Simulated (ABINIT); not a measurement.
Runs of ABINIT 10.8.3 (patched build) on Hf. It takes space group P6_3/mmc (No. 194, hexagonal). Conventional cell: a = 3.197 Å, b = 3.197 Å, c = 5.058 Å, α = 90.00°, β = 90.00°, γ = 120.00°. Hf (site symmetry -6m2) has 12 Hf at 3.13 to 3.20 Å as nearest neighbours. 

| level | gap on the mesh (eV) | pressure (GPa) |
| --- | --- | --- |
| PW91 | none | -0.4 |
| revPBE | none | 2.2 |
| r2SCAN | none | (b) |
| LDA | none | (a) |
| WC | none | -4.0 |

Alike in all rows: task band structure; potentials or basis JTH PAW PBE v2.0; no spin polarisation; cell as given; k mesh 10 × 10 × 5; cutoff (eV) 626; smearing fermi-dirac 0.05 eV.

Problem. Estimate the missing entries.

Solution. (a) -8.0; (b) -0.3.

Caveats: the PAW data sets were made with another functional, which shifts forces and pressure a little; spin-orbit coupling is left out, which moves the levels of the heavy elements.

A k mesh can miss the band edges, and the runs leave out spin-orbit coupling on Hf.

A gap of «none» marks a metal or a gap under the smearing width.

Runs at the PBE level aren't shown here.
